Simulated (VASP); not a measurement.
Mo, 1 atom in the cell. The structure is cubic, space group Im-3m (No. 229). Conventional cell: a = 3.132 Å, b = 3.132 Å, c = 3.132 Å, α = 90.00°, β = 90.00°, γ = 90.00°. Around Mo (site symmetry m-3m) lie 8 Mo at 2.71 Å. 

```yaml
Program: VASP 6.6.1
Task: relaxation of cell and atoms
Functional: PBE
Dispersion: D3(BJ)
Potentials_or_basis: VASP PAW PBE potentials, release 64 (Mo_sv)
Cutoff: 600 eV
k_mesh: 16 × 16 × 16
Occupations: methfessel-paxton, width 0.1 eV
Spin: no spin polarisation
Further_INCAR_settings: ALGO = Normal; EDIFF = 1e-07; IBRION = 2; EDIFFG = -0.005; NSW = 90; ISIF = 3
```

Potentials or basis: VASP PAW PBE potentials, release 64 (Mo_sv).

Command:

```console
$ cat potpaw_PBE.64/Mo_sv/POTCAR > POTCAR
$ mpirun -np 1 vasp_std > vasp.out
```

Hardware: 1 thread of Intel(R) Xeon(R) 6975P-C (Granite Rapids), with other jobs on the host.

Problem. How long does it take, and how much memory?

Solution. Run time: 16 s on 1 thread of Intel(R) Xeon(R) 6975P-C (Granite Rapids) (shared host), peak memory 0.17 GiB. Counts: scf iterations 23, k points 145, ion steps 3.
